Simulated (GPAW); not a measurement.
Write an ASE script for GPAW 26.7.0 that does the following.

```yaml
Task: equation of state
Functional: PBE
Dispersion: D3
Potentials_or_basis: GPAW PAW data sets (gpaw-data 1.2.1)
Cutoff: 600 eV
Basis: pw
k_mesh: 6 × 6 × 6
Occupations: fermi-dirac, width 0.05 eV
Spin: no spin polarisation
Maxiter: 150
Eos_scales: "[0.94, 0.96, 0.98, 1.0, 1.02, 1.04, 1.06]"
```

The structure of PbSe (Clausthalite) lies in PbSe.xyz:

```xyz
2
Lattice="0.0000000000 3.0606500000 3.0606500000 3.0606500000 0.0000000000 3.0606500000 3.0606500000 3.0606500000 0.0000000000" Properties=species:S:1:pos:R:3 pbc="T T T"
Pb     0.0000000000      0.0000000000      0.0000000000
Se     3.0606500000      3.0606500000      3.0606500000
```

One way to write it, as run:

run.py

```python
from ase.calculators.mixing import SumCalculator
from ase.eos import EquationOfState
from ase.io import Trajectory, read
from ase.units import GPa
from dftd3.ase import DFTD3
from gpaw import GPAW, PW

atoms = read('PbSe.xyz')

traj = Trajectory('eos.traj', 'w')
volumes, energies = [], []
for x in [0.94, 0.96, 0.98, 1.0, 1.02, 1.04, 1.06]:
    a = atoms.copy()
    a.set_cell(atoms.cell * x**(1 / 3), scale_atoms=True)
    calc = GPAW(mode=PW(600),
                xc='PBE',
                kpts={'size': (6, 6, 6), 'gamma': True},
                occupations={'name': 'fermi-dirac', 'width': 0.05},
                nbands=19,
                convergence={'density': 1e-05, 'energy': 1e-05},
                maxiter=150,
                txt=f'eos-{x:.2f}.txt')
    a.calc = SumCalculator([calc, DFTD3(method='pbe', damping='d3zero')])
    energies.append(a.get_potential_energy())
    volumes.append(a.get_volume())
    p = -a.get_stress()[:3].mean() / GPa
    calc.write(f'eos-{x:.2f}.gpw')
    traj.write(a)
    print(f'{x:.2f} {volumes[-1]:10.4f} A^3 {energies[-1]:14.6f} eV {p:9.3f} GPa', flush=True)

v0, e0, B = EquationOfState(volumes, energies, eos='birchmurnaghan').fit()
print(f'V0 = {v0:.4f} A^3, E0 = {e0:.6f} eV, B0 = {B / GPa:.2f} GPa')
```

Potentials or basis: GPAW PAW data sets (gpaw-data 1.2.1), pw.

Launch:

```console
$ OMP_NUM_THREADS=1 python run.py
```

It gave:

```json
{
 "Equilibrium volume": "29.26 Å³/atom",
 "Bulk modulus": "47 GPa",
 "Pressure derivative of the bulk modulus": "4.0 (rough: it moves with the points fitted)"
}
```

It took 73 s on 1 thread of Arm Neoverse V1, with other jobs on the host, peak memory 0.28 GiB.
